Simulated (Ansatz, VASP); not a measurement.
# One calculation of HfN, two programs

INCAR

```
SYSTEM = HfN
  ALGO = Normal
  EDIFF = 1E-6
  EDIFFG = -0.01
  ENCUT = 600
  GGA = RE
  IBRION = 2
  ISIF = 3
  ISMEAR = 1
  IVDW = 12
  LASPH = .True.
  LCHARG = .False.
  LREAL = .False.
  LWAVE = .False.
  NELM = 100
  NSW = 80
  PREC = Accurate
  SIGMA = 0.1
```

Contents of KPOINTS:

```
k-points
0
Gamma
  11 11 11
  0 0 0
```

The input POSCAR:

```
HfN
1.0
    3.1904660000      0.0000000000      0.0000000000
    1.5952330000      2.7630246059      0.0000000000
    1.5952330000      0.9210082020      2.6050045806
Hf N
1 1
Direct
    0.0000000000      0.0000000000      0.0000000000
    0.5000000000      0.5000000000      0.5000000000
```

Input for Ansatz:

```yaml
crystal:
  lattice:
    a: 3.190466
    b: 3.190466
    c: 3.190466
    alpha: 60.0
    beta: 60.0
    gamma: 60.0
  atoms:
    - { symbol: Hf, position: [0.0, 0.0, 0.0] }
    - { symbol: "N", position: [0.5, 0.5, 0.5] }
kpoints:
  mp_grid:
    grid: [11, 11, 11]
hamiltonian:
  xc: revpbe
  dispersion: d3bj
scf:
  occupations:
    method: cold
relax:
  cell: {}
```

Alike in both runs: task relaxation of cell and atoms; functional revPBE; dispersion D3(BJ); k mesh 11 × 11 × 11; no spin polarisation.

```csv
,VASP,Ansatz
version,VASP 6.6.1,Ansatz 0.2.0
potentials or method,"VASP PAW PBE potentials, release 64 (Hf_pv, N)","plane waves, PAW"
plane-wave cutoff (eV),600,420
occupations,"methfessel-paxton of order 1, width 0.1 eV",cold
valence electrons in the cell,15,31
```

VASP gave:

```
relaxed volume (Å³/atom)                                     : 11.35
relaxed cell length with the largest relative difference (Å) : 3.179
energy change over the relaxation (meV/atom)                 : -1
```

Estimate Ansatz's values.

relaxed volume (Å³/atom): 11.46; relaxed cell length with the largest relative difference (Å): 3.188; energy change over the relaxation (meV/atom): 0.

The two sets of potentials don't hold the same shells in valence.

Caveats: the PAW data sets were made with another functional, which shifts forces and pressure a little (VASP); pairwise dispersion overbinds metals, which lowers pressure and volume. Spin-orbit coupling is left out, which matters for the levels of Hf.
